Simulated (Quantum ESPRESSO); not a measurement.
# Ge (Cmmm) in Quantum ESPRESSO: a series of runs

One crystal, Ge, is run at these levels: PBEsol; tasks: energy-loss spectrum.

Everything below comes from runs of Quantum ESPRESSO 7.5. Logs are shortened: lines on timing, memory, paths and dates and some standing lists are left out, and cuts for length are marked.

## Step 1: The crystal as given

Symmetry: Cmmm, No. 65, orthorhombic system. The conventional cell has a = 2.794 Å, b = 5.201 Å, c = 2.698 Å, α = 90.00°, β = 90.00°, γ = 90.00°. Around Ge (site symmetry mmm) lie 8 Ge at 2.70 to 2.95 Å.

This isn't the form of Ge at room conditions, which is diamond.

## Step 2: Energy-loss spectrum, PBEsol

pw.in reads:

```
&CONTROL
  calculation = 'scf'
  prefix = 'pwscf'
  outdir = './tmp'
  pseudo_dir = './pseudo'
  tprnfor = .true.
  tstress = .true.
  disk_io = 'low'
/
&SYSTEM
  ibrav = 0
  A = 2.95206856
  nat = 1
  ntyp = 1
  ecutwfc = 78
  nbnd = 13
  occupations = 'smearing'
  smearing = 'mv'
  degauss = 0.00999582
/
&ELECTRONS
  conv_thr = 2d-10
  electron_maxstep = 120
  mixing_beta = 0.5
/
ATOMIC_SPECIES
Ge    72.6300 Ge.upf
CELL_PARAMETERS alat
   0.4732779648   -0.8809131452    0.0000000000
   0.4732779648    0.8809131452    0.0000000000
   0.0000000000    0.0000000000    0.9140136637
ATOMIC_POSITIONS alat
Ge     0.4732779648    0.0000000000    0.0000000000
K_POINTS automatic
8 8 7 0 0 0
```

scf2.in reads:

```
&CONTROL
  calculation = 'scf'
  prefix = 'pwscf'
  outdir = './tmp'
  pseudo_dir = './pseudo'
  tprnfor = .true.
  tstress = .true.
  disk_io = 'low'
/
&SYSTEM
  ibrav = 0
  A = 2.95206856
  nat = 1
  ntyp = 1
  ecutwfc = 78
  nbnd = 13
  occupations = 'smearing'
  smearing = 'mv'
  degauss = 0.00999582
/
&ELECTRONS
  conv_thr = 1d-11
  electron_maxstep = 120
  mixing_beta = 0.5
  startingpot = 'file'
  startingwfc = 'file'
/
ATOMIC_SPECIES
Ge    72.6300 Ge.upf
CELL_PARAMETERS alat
   0.4732779648   -0.8809131452    0.0000000000
   0.4732779648    0.8809131452    0.0000000000
   0.0000000000    0.0000000000    0.9140136637
ATOMIC_POSITIONS alat
Ge     0.4732779648    0.0000000000    0.0000000000
K_POINTS automatic
8 8 7 0 0 0
```

eels.in reads:

```
&LR_INPUT
  prefix = 'pwscf'
  outdir = './tmp'
  restart_step = 5000
  restart = .false.
/
&LR_CONTROL
  calculator = 'lanczos'
  approximation = 'RPA_with_CLFE'
  q1 = 0.3255121399
  q2 = 0.3255121399
  q3 = 0.3255121399
  itermax = 400
/
```

spectrum.in reads:

```
&LR_INPUT
  prefix = 'pwscf'
  outdir = './tmp'
  eels = .true.
  itermax0 = 400
  itermax = 20000
  extrapolation = 'osc'
  epsil = 0.05
  units = 1
  start = 0
  end = 40
  increment = 0.2
/
```

spectrum_short.in reads:

```
&LR_INPUT
  prefix = 'pwscf'
  outdir = './tmp'
  eels = .true.
  itermax0 = 266
  itermax = 20000
  extrapolation = 'osc'
  epsil = 0.05
  units = 1
  start = 0
  end = 40
  increment = 0.2
/
```

Potentials or basis: PseudoDojo 0.4.1 SR PBEsol standard.

On the command line:

```sh
> OMP_NUM_THREADS=1 pw.x -in pw.in > pw.out
> OMP_NUM_THREADS=1 pw.x -in scf2.in > scf2.out
> OMP_NUM_THREADS=1 turbo_eels.x -in eels.in > eels.out
> OMP_NUM_THREADS=1 turbo_spectrum.x -in spectrum.in > spectrum.out
> OMP_NUM_THREADS=1 turbo_spectrum.x -in spectrum_short.in > spectrum_short.out
```

pw.out:

```text
This program is part of the open-source Quantum ESPRESSO suite
     for quantum simulation of materials; please cite
         "P. Giannozzi et al., J. Phys.:Condens. Matter 21 395502 (2009);
         "P. Giannozzi et al., J. Phys.:Condens. Matter 29 465901 (2017);
         "P. Giannozzi et al., J. Chem. Phys. 152 154105 (2020);
     in publications or presentations arising from this work. More details at

     Message from routine setup:
     using ibrav=0 with symmetry is DISCOURAGED, use correct ibrav instead

     G-vector sticks info
     --------------------
     sticks:   dense  smooth     PW     G-vecs:    dense   smooth      PW
     Sum         645     645    207                12313    12313    2295

     Using Slab Decomposition

     bravais-lattice index     =            0
     lattice parameter (alat)  =       5.5786  a.u.
     unit-cell volume          =     132.3147 (a.u.)^3
     number of atoms/cell      =            1
     number of atomic types    =            1
     number of electrons       =        14.00
     number of Kohn-Sham states=           13
     kinetic-energy cutoff     =      78.0000  Ry
     charge density cutoff     =     312.0000  Ry
     scf convergence threshold =      2.0E-10
     mixing beta               =       0.5000
     number of iterations used =            8  plain     mixing
     Exchange-correlation= PBESOL
                           (   1   4  10   8   0   0   0)

     celldm(1)=   5.578601  celldm(2)=   0.000000  celldm(3)=   0.000000
     celldm(4)=   0.000000  celldm(5)=   0.000000  celldm(6)=   0.000000

     crystal axes: (cart. coord. in units of alat)
               a(1) = (   0.473278  -0.880913   0.000000 )
               a(2) = (   0.473278   0.880913   0.000000 )
               a(3) = (   0.000000   0.000000   0.914014 )

     reciprocal axes: (cart. coord. in units 2 pi/alat)
               b(1) = (  1.056462 -0.567593  0.000000 )
               b(2) = (  1.056462  0.567593 -0.000000 )
               b(3) = ( -0.000000  0.000000  1.094076 )

     PseudoPot. # 1 for Ge read from file:
     Ge.upf
     Pseudo is Norm-conserving + core correction, Zval = 14.0
     Generated using ONCVPSP code by D. R. Hamann
     Using radial grid of 1560 points,  6 beta functions with:
                l(1) =   0
                l(2) =   0
                l(3) =   1
                l(4) =   1
                l(5) =   2
                l(6) =   2

     atomic species   valence    mass     pseudopotential
     Ge               14.00    72.63000     Ge( 1.00)

      8 Sym. Ops., with inversion, found

   Cartesian axes

     site n.     atom                  positions (alat units)
         1        Ge     tau(   1) = (   0.4732780   0.0000000   0.0000000  )

     number of k points=    84  Marzari-Vanderbilt smearing, width (Ry)=  0.0100
                       cart. coord. in units 2pi/alat
        k(    1) = (   0.0000000   0.0000000   0.0000000), wk =   0.0044643
        k(    2) = (   0.0000000   0.0000000   0.1562965), wk =   0.0089286
        k(    3) = (   0.0000000   0.0000000   0.3125930), wk =   0.0089286
        k(    4) = (   0.0000000   0.0000000   0.4688895), wk =   0.0089286
        k(    5) = (   0.1320577   0.0709491   0.0000000), wk =   0.0178571
        k(    6) = (   0.1320577   0.0709491   0.1562965), wk =   0.0357143
[... 76 lines left out ...]
        k(   83) = (  -1.0564616   0.0000000   0.3125930), wk =   0.0089286
        k(   84) = (  -1.0564616   0.0000000   0.4688895), wk =   0.0089286

     Dense  grid:    12313 G-vectors     FFT dimensions: (  32,  32,  30)

     Initial potential from superposition of free atoms

     starting charge      13.9992, renormalised to      14.0000
     Starting wfcs are    9 randomized atomic wfcs +    4 random wfcs

     Self-consistent Calculation

     iteration #  1     ecut=    78.00 Ry     beta= 0.50
     Davidson diagonalization with overlap
     ethr =  1.00E-02,  avg # of iterations =  4.8

     Threshold (ethr) on eigenvalues was too large:
     Diagonalizing with lowered threshold

     Davidson diagonalization with overlap
     ethr =  2.62E-05,  avg # of iterations =  5.2

     total energy              =    -178.38773725 Ry
     estimated scf accuracy    <       0.00361315 Ry

     iteration #  2     ecut=    78.00 Ry     beta= 0.50
     Davidson diagonalization with overlap
     ethr =  2.58E-05,  avg # of iterations =  1.0

     total energy              =    -178.38792730 Ry
     estimated scf accuracy    <       0.00049124 Ry

     iteration #  3     ecut=    78.00 Ry     beta= 0.50
     Davidson diagonalization with overlap
     ethr =  3.51E-06,  avg # of iterations =  2.1

     total energy              =    -178.38797295 Ry
     estimated scf accuracy    <       0.00003748 Ry

     iteration #  4     ecut=    78.00 Ry     beta= 0.50
     Davidson diagonalization with overlap
     ethr =  2.68E-07,  avg # of iterations =  1.7

     total energy              =    -178.38797544 Ry
     estimated scf accuracy    <       0.00000141 Ry

     iteration #  5     ecut=    78.00 Ry     beta= 0.50
     Davidson diagonalization with overlap
     ethr =  1.01E-08,  avg # of iterations =  2.0

     total energy              =    -178.38797568 Ry
     estimated scf accuracy    <       0.00000007 Ry

     iteration #  6     ecut=    78.00 Ry     beta= 0.50
     Davidson diagonalization with overlap
     ethr =  5.14E-10,  avg # of iterations =  2.0

     total energy              =    -178.38797570 Ry
     estimated scf accuracy    <          4.1E-10 Ry

     iteration #  7     ecut=    78.00 Ry     beta= 0.50
     Davidson diagonalization with overlap
     ethr =  2.94E-12,  avg # of iterations =  2.3

     End of self-consistent calculation

          k = 0.0000 0.0000 0.0000 (  1545 PWs)   bands (ev):

   -13.4031 -13.3421 -13.2926 -13.1872 -13.1771  -1.5300  18.0014  18.4736
    19.9681  21.4597  23.7517  26.1270  26.2415

          k = 0.0000 0.0000 0.1563 (  1535 PWs)   bands (ev):

   -13.3689 -13.3371 -13.2909 -13.2000 -13.1894  -1.1275  14.1808  18.8522
    20.3473  23.7588  25.3298  26.6073  27.3017

          k = 0.0000 0.0000 0.3126 (  1530 PWs)   bands (ev):

   -13.3406 -13.2872 -13.2777 -13.2287 -13.2169   0.0578   9.7364  19.8840
    21.3785  24.9154  26.8003  27.6738  28.4243

          k = 0.0000 0.0000 0.4689 (  1538 PWs)   bands (ev):

   -13.3358 -13.2842 -13.2515 -13.2389 -13.2125   1.7737   6.3329  21.0597
    22.5477  26.5446  27.7195  28.8837  29.1707

          k = 0.1321 0.0709 0.0000 (  1545 PWs)   bands (ev):

   -13.3915 -13.3283 -13.2931 -13.1900 -13.1839  -1.1510  16.6890  17.7945
    18.3666  21.9495  23.0184  25.6627  28.3410

          k = 0.1321 0.0709 0.1563 (  1544 PWs)   bands (ev):

   -13.3544 -13.3260 -13.2912 -13.2032 -13.1968  -0.7487  14.4945  17.2120
    18.1825  22.9816  25.7858  26.7996  28.5572

          k = 0.1321 0.0709 0.3126 (  1535 PWs)   bands (ev):

   -13.3228 -13.2900 -13.2662 -13.2328 -13.2256   0.4353  10.0949  18.2825
    19.2236  24.0855  26.5872  28.0239  30.3231

          k = 0.1321 0.0709 0.4689 (  1535 PWs)   bands (ev):

   -13.3191 -13.2855 -13.2563 -13.2486 -13.2003   2.1485   6.7017  19.6789
    20.4493  24.7918  25.8994  27.6433  28.8433

          k = 0.2641 0.1419 0.0000 (  1543 PWs)   bands (ev):

   -13.3734 -13.3153 -13.2650 -13.2057 -13.1914  -0.0182  12.4435  16.1820
    19.4137  20.3743  23.6396  28.9521  32.0927

          k = 0.2641 0.1419 0.1563 (  1542 PWs)   bands (ev):

   -13.3430 -13.3046 -13.2635 -13.2208 -13.2046   0.3830  12.7690  15.7586
    16.5610  20.8857  27.1417  28.4961  30.1526

          k = 0.2641 0.1419 0.3126 (  1537 PWs)   bands (ev):

   -13.3199 -13.2606 -13.2547 -13.2349 -13.2340   1.5637  11.0869  14.1565
    17.6035  21.9662  23.9550  28.7663  30.4553

          k = 0.2641 0.1419 0.4689 (  1541 PWs)   bands (ev):

   -13.3141 -13.2816 -13.2585 -13.2571 -13.1668   3.2740   7.7705  15.5663
    18.8266  20.8185  23.8104  25.9717  27.4917

          k = 0.3962 0.2128 0.0000 (  1543 PWs)   bands (ev):

   -13.3728 -13.3047 -13.2244 -13.2176 -13.1957   1.8175   8.4832  15.1431
    19.1674  20.9080  25.3852  29.6554  30.6239

          k = 0.3962 0.2128 0.1563 (  1534 PWs)   bands (ev):

   -13.3549 -13.2801 -13.2414 -13.2162 -13.2092   2.2169   8.8648  15.5221
    17.2727  19.7180  24.5092  29.9938  32.1453
[... 283 lines left out ...]
   -13.2884 -13.2726 -13.2551 -13.2462 -13.1999   5.2480   8.5672  11.4837
    14.4598  19.1718  21.9591  30.7786  33.1895

          k = 0.7923 0.0000 0.4689 (  1547 PWs)   bands (ev):

   -13.3011 -13.2847 -13.2804 -13.2440 -13.1276   7.1197   9.9265  10.7465
    13.0190  16.1971  18.9878  32.2591  34.6185

          k =-0.1321-0.4966 0.0000 (  1547 PWs)   bands (ev):

   -13.3819 -13.3016 -13.2236 -13.2219 -13.1910   2.4901   6.7484  13.7574
    21.2140  23.8128  26.4238  28.3831  28.7969

          k =-0.1321-0.4966 0.1563 (  1539 PWs)   bands (ev):

   -13.3637 -13.2773 -13.2408 -13.2201 -13.2045   2.8890   7.1382  14.1205
    17.8335  23.0736  24.4117  29.5407  31.2427

          k =-0.1321-0.4966 0.3126 (  1554 PWs)   bands (ev):

   -13.3440 -13.2787 -13.2350 -13.2212 -13.1970   4.0750   8.2341  13.3331
    15.3544  18.7622  24.8321  26.4915  34.6751

          k =-0.1321-0.4966 0.4689 (  1547 PWs)   bands (ev):

   -13.3357 -13.3088 -13.2591 -13.2171 -13.1302   5.8684   9.4879  10.0562
    15.7551  16.6701  22.5216  27.4061  31.8126

          k =-0.0000-0.4257 0.0000 (  1542 PWs)   bands (ev):

   -13.4008 -13.3086 -13.2213 -13.2196 -13.1837   1.3701   7.8041  16.8863
    20.4557  20.7162  25.1271  29.1236  29.9077

          k =-0.0000-0.4257 0.1563 (  1553 PWs)   bands (ev):

   -13.3843 -13.2828 -13.2381 -13.2185 -13.1966   1.7698   8.1909  16.8406
    17.2663  21.3135  23.9168  29.6191  33.9575

          k =-0.0000-0.4257 0.3126 (  1546 PWs)   bands (ev):

   -13.3644 -13.2756 -13.2256 -13.2159 -13.2074   2.9508   9.2641  12.5139
    18.3098  19.6083  22.5075  29.7482  30.7479

          k =-0.0000-0.4257 0.4689 (  1544 PWs)   bands (ev):

   -13.3555 -13.3053 -13.2485 -13.2139 -13.1400   4.6918   8.9131  10.8758
    16.5887  19.5238  24.2878  26.9506  27.4591

          k =-1.0565 0.0000 0.0000 (  1566 PWs)   bands (ev):

   -13.4037 -13.3001 -13.2271 -13.2070 -13.1849   2.6686   5.8307  16.5543
    20.4338  21.1990  27.0047  27.5554  27.7431

          k =-1.0565 0.0000 0.1563 (  1562 PWs)   bands (ev):

   -13.3884 -13.2724 -13.2446 -13.2059 -13.1979   3.0671   6.2220  16.9344
    17.7480  21.0781  22.3630  30.7162  33.6708

          k =-1.0565 0.0000 0.3126 (  1566 PWs)   bands (ev):

   -13.3689 -13.2835 -13.2270 -13.2036 -13.1954   4.2594   7.3178  13.4400
    17.9780  18.0215  22.1866  29.4407  30.4593

          k =-1.0565 0.0000 0.4689 (  1536 PWs)   bands (ev):

   -13.3596 -13.3144 -13.2502 -13.2018 -13.1272   6.1077   8.6709   9.9190
    15.0538  19.1912  23.9916  26.6406  27.1271

     the Fermi energy is    11.0904 ev

!    total energy              =    -178.38797570 Ry
     estimated scf accuracy    <          5.8E-11 Ry
     smearing contrib. (-TS)   =      -0.00005649 Ry
     internal energy E=F+TS    =    -178.38791921 Ry

     The total energy is F=E-TS. E is the sum of the following terms:
     one-electron contribution =     -71.48679452 Ry
     hartree contribution      =      46.22852409 Ry
     xc contribution           =     -43.15675938 Ry
     ewald contribution        =    -109.97288940 Ry

     convergence has been achieved in   7 iterations

     Forces acting on atoms (cartesian axes, Ry/au):

     atom    1 type  1   force =     0.00000000    0.00000000    0.00000000

     Total force =     0.000000     Total SCF correction =     0.000000

     Computing stress (Cartesian axis) and pressure

          total   stress  (Ry/bohr**3)                   (kbar)     P=      -41.78
  -0.00021636   0.00000000   0.00000000          -31.83        0.00        0.00
  -0.00000000  -0.00043841   0.00000000           -0.00      -64.49        0.00
   0.00000000   0.00000000  -0.00019730            0.00        0.00      -29.02

=------------------------------------------------------------------------------=
   JOB DONE.
=------------------------------------------------------------------------------=
```

Wall time 18 min (1 thread of Arm Neoverse V2, shared host); peak memory 1.5 GiB.

What came out:

```
Free energy                      : -2427.0921 eV
Pressure                         : -4.2 GPa
Band gap on the k mesh           : none (metal or under the smearing width)
Peak of the energy-loss function : 22.0 eV
```

Energy-loss function at q = [0.69282, 0.69282, 0.69282] (Å⁻¹, cartesian):
```tsv
energy (eV)	loss
0.0	0.000
1.8	0.009
3.4	0.025
5.2	0.088
7.0	0.128
8.6	0.174
10.4	0.266
12.2	0.415
13.8	0.542
15.6	0.593
17.4	0.655
19.0	0.842
20.8	1.218
22.4	1.350
24.2	1.043
26.0	0.716
27.6	0.529
29.4	0.399
31.2	0.314
32.8	0.255
34.6	0.200
36.4	0.162
38.0	0.143
39.8	0.134
```

Caveat: the k mesh is coarse; the Lanczos chain is short for so many electrons, so humps in the spectrum may be artefacts.

(Continued in part 2 of 2.)
